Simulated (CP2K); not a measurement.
**Mg3Sb2 under changes of volume**

One of the cells (26.342 Å³/atom); the others are scaled copies at fixed shape and fractional positions:

```xyz
5
Lattice="4.5820 0.0000 0.0000 -2.2910 3.9681 0.0000 0.0000 0.0000 7.2440" Properties=species:S:1:pos:R:3 pbc="T T T"
Sb    2.2910    1.3227    5.5417
Sb    0.0000    2.6454    1.7023
Mg    0.0000    0.0000    0.0000
Mg    2.2910    1.3227    2.6803
Mg    0.0000    2.6454    4.5637
```

| Property | Result |
| --- | --- |
| Program | CP2K 2026.2 |
| Functional | PBE |
| Potentials or basis | POTENTIAL_UZH Sb GTH-PBE-q5, Mg GTH-PBE-q10; TZVP-MOLOPT-PBE-GTH basis |
| Density cutoff | 19048 eV |
| k mesh | 7 × 7 × 4 |
| Occupations | fermi-dirac, width 0.05 eV |
| Spin | no spin polarisation |

```csv
volume (Å³/atom),energy over the lowest point (meV/atom),pressure (GPa),gap on the mesh (eV),largest force (eV/Å)
24.762,42.49,5.6,0.38,0.829
25.288,25.62,4.3,0.35,0.746
25.815,13.40,3.2,0.32,0.668
26.342,7.42,2.1,0.29,0.596
26.869,2.23,1.1,0.27,0.528
27.396,0.00,0.3,0.24,0.464
27.923,?,?,?,?
```

**Question.** What does the run at 27.923 Å³/atom give?

**Answer.** Energy over the lowest point 0.44 meV/atom; pressure -0.5 GPa; gap on the mesh 0.22 eV; largest force 0.405 eV/Å.

Worked out: A Birch-Murnaghan fit of order 3 (a polynomial in V^(-2/3)) to the other rows has no minimum within the range. It gives -1.92 meV/atom at 27.923 Å³/atom, against the run's 0.44, and -dE/dV = 0.5 GPa, against -0.5. A straight line through the other rows of the gap, of slope -1.37 eV per unit of ln V, extrapolates to 0.21 eV, against the run's 0.22.

Energies are extrapolated to zero smearing.

Caveats: spin-orbit coupling is left out, which moves the levels of the heavy elements; an odd mesh through Γ misses points on the zone boundary, where band edges often lie; the basis of atomic orbitals isn't converged, which shifts pressures, moduli and gaps.
